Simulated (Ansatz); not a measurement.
**Relaxation path: La (beta tin type)**

DFT, PBE, PAW with Ansatz's default frozen-core files, scalar-relativistic (Ansatz 0.2.0); a Γ-centred 13×13×13 k mesh, Fermi–Dirac smearing of 0.05 eV, no spin polarisation. The run relaxes cell and atoms at a target pressure of 4.4 GPa.

Command: `ansatz run input.yaml --threads 2 --pin off --max-ram 5120MiB --backend cpu --events-out ev --progress --plain --runs-dir out` It took 41 s on 2 threads of Intel(R) Xeon(R) Platinum 8259CL CPU @ 2.50GHz (Skylake/Cascade Lake) (shared host), peak memory 0.56 GiB.

PAW: frozen-core files, cutoff 420 eV; forces are relaxed below 0.005 eV/Å.

Each step lists its enthalpy F + pV a cell above the last geometry, the pressure, the cell vectors (Å), and Cartesian positions (Å) with forces (eV/Å).

The first step:

```
step 1  dH = 99.97 meV  P = 2.10 GPa
  cell -3.1310 3.1310 1.7220  3.1310 -3.1310 1.7220  3.1310 3.1310 -1.7220
  La 0.0000 -1.5655 -0.4305   0.0000 0.0000 0.0000
  La 0.0000 1.5655 0.4305   0.0000 0.0000 0.0000
```

Spin–orbit coupling is left out, which matters for the heavy atoms.

**Question.** Where does the relaxation end, and by which steps?

**Answer.** After 5 geometries, with conventional a, b, c = 5.889, 5.889, 3.587 Å, at 31.101 Å³/atom (-7.88 % against the start) in space group I4_1/amd, with a shortest distance of 3.078 Å. The further steps:
```
step 2  dH = 25.41 meV  P = 4.25 GPa
  cell -3.0180 3.0180 1.7318  3.0180 -3.0180 1.7318  3.0180 3.0180 -1.7318
  La 0.0000 -1.5090 -0.4329   0.0000 0.0000 0.0000
  La 0.0000 1.5090 0.4329   0.0000 0.0000 0.0000
step 3  dH = 7.73 meV  P = 5.11 GPa
  cell -2.9006 2.9006 1.8162  2.9006 -2.9006 1.8162  2.9006 2.9006 -1.8162
  La 0.0000 -1.4503 -0.4541   0.0000 0.0000 0.0000
  La 0.0000 1.4503 0.4541   0.0000 0.0000 0.0000
step 4  dH = 0.27 meV  P = 4.20 GPa
  cell -2.9525 2.9525 1.7930  2.9525 -2.9525 1.7930  2.9525 2.9525 -1.7930
  La 0.0000 -1.4763 -0.4483   0.0000 0.0000 0.0000
  La 0.0000 1.4763 0.4483   0.0000 0.0000 0.0000
step 5  dH = 0.00 meV  P = 4.40 GPa
  cell -2.9446 2.9446 1.7934  2.9446 -2.9446 1.7934  2.9446 2.9446 -1.7934
  La 0.0000 -1.4723 -0.4484   0.0000 0.0000 0.0000
  La 0.0000 1.4723 0.4484   0.0000 0.0000 0.0000
step 6  dH = 0.23 meV  P = 4.41 GPa  (same geometry on a basis chosen anew; earlier energies don't compare to the last digit)
  cell -2.9446 2.9446 1.7934  2.9446 -2.9446 1.7934  2.9446 2.9446 -1.7934
  La 0.0000 -1.4723 -0.4484   0.0000 0.0000 0.0000
  La 0.0000 1.4723 0.4484   0.0000 0.0000 0.0000
```
